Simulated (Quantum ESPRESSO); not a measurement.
Ti:

```
Ti
1.0
     2.95000    0.00000    0.00000
    -1.47500    2.55477    0.00000
     0.00000    0.00000    4.68000
Ti
2
Direct
  0.66667 0.33333 0.75000
  0.33333 0.66667 0.25000
```

Base run:

```yaml
Program: Quantum ESPRESSO 7.5
Functional: PBE
Potentials_or_basis: PseudoDojo 0.4.1 SR PBE standard
Cutoff: 1143 eV
Density_cutoff: 4572 eV
k_mesh: 10 × 10 × 6
Occupations: fermi-dirac, width 0.05 eV
Spin: no spin polarisation
```

Its results: band gap on the k mesh none (metal or under the smearing width); pressure -1.3 GPa.

Task: The run is repeated on the same cell with these changes: functional from PBE to LDA; potentials or basis from PseudoDojo 0.4.1 SR PBE standard to PseudoDojo 0.4.1 SR LDA standard. What comes out?

Result: Band gap on the k mesh none (metal or under the smearing width); pressure -9.7 GPa.
